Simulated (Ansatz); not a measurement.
Runs of Ansatz 0.2.0 on Ge. The structure is orthorhombic, space group Cmmm (No. 65). Conventional cell: a = 2.794 Å, b = 5.201 Å, c = 2.698 Å, α = 90.00°, β = 90.00°, γ = 90.00°. Around Ge (site symmetry mmm) lie 8 Ge at 2.70 to 2.95 Å. This isn't the form of Ge at room conditions, which is diamond.

| screening (1/Å) | gap on the mesh (eV) | pressure (GPa) |
| --- | --- | --- |
| 0.2 | none | -0.8 |
| 0.6 | none | 0.0 |
| 0.3 | none | -0.7 |
| 0.15 | none | -0.8 |
| 0.4 | none | (a) |

Alike in all rows: task single point; level HSE06 form with a typed share of exact exchange; potentials or basis Ansatz PAW; no spin polarisation; cell as given; k mesh 6 × 6 × 5; cutoff (eV) 420; smearing fermi-dirac 0.05 eV; the mesh is coarse, so values aren't converged.

Question: Fill in the values left out.

Answer: (a) -0.5.

Caveats: all runs use coarse meshes; the PAW data sets come from PBE, with cores solved anew for the run's functional, which leaves a small shift of forces and pressure; the thresholds are loose for stress.

A k mesh can miss the band edges, and the runs leave out spin-orbit coupling on Ge.

A gap of «none» marks a metal or a gap under the smearing width.
